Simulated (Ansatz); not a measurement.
## MgO (P-6m2), comparing deformations

Computed with DFT PBE, scalar-relativistic, plane waves, PAW in Ansatz. Cutoff 420 eV, Γ-centred 12×12×8 k-points, Gaussian smearing of 0.05 eV. No spin polarisation. Energies are free energies at this smearing, counted from the undisturbed cell; pressure is positive in compression.

Reference structure (relaxed at this level; this form isn't the usual structure):

```
Mg O
1.0
     2.93772    0.00000    0.00000
    -1.46886    2.54414    0.00000
     0.00000    0.00000    2.67979
Mg O
1 1
Direct
  0.00000 0.00000 0.00000
  0.33333 0.66667 0.50000
```

The cell is strained by ε times a Voigt pattern (xx, yy, zz, yz, xz, xy; engineering shear) with fractional coordinates fixed. τ = (1/V0) dE/dε comes from the stress tensor. Of each scan, only the three points used here are listed.

```
            pattern        ε  τ (GPa)
(1, -1, 0, 0, 0, 0)  -0.0150    -7.31
(1, -1, 0, 0, 0, 0)   0.0000     0.00
(1, -1, 0, 0, 0, 0)   0.0150     6.79
 (0, 1, 0, 0, 0, 0)  -0.0150    -4.98
 (0, 1, 0, 0, 0, 0)   0.0000     0.01
 (0, 1, 0, 0, 0, 0)   0.0150     4.66
```

Which constants do the scans give, and which deformation costs least for the same size of strain tensor?

The slope dτ/dε at zero (parabola through three points) is pᵀCp: (1, -1, 0, 0, 0, 0) gives C11 + C22 − 2 C12 = 470 GPa; (0, 1, 0, 0, 0, 0) gives C22 = 321 GPa. The size of the strain tensor, ε:ε, is ε² times 2.0, 1.0. Per unit of it the stiffnesses are 235, 321 GPa, so (1, -1, 0, 0, 0, 0) is the softest of these: at ε:ε = (1 %)² the quadratic term costs 0.73 meV/atom against 1.00 for the stiffest. These are clamped-ion values.

Forces appear on the atoms along this scan, and letting them relax would lower the energy and soften the response.

Cost: 19 runs of about 0.75 core-minutes in all, on Intel Xeon 6975P-C (Granite Rapids) (shared hosts).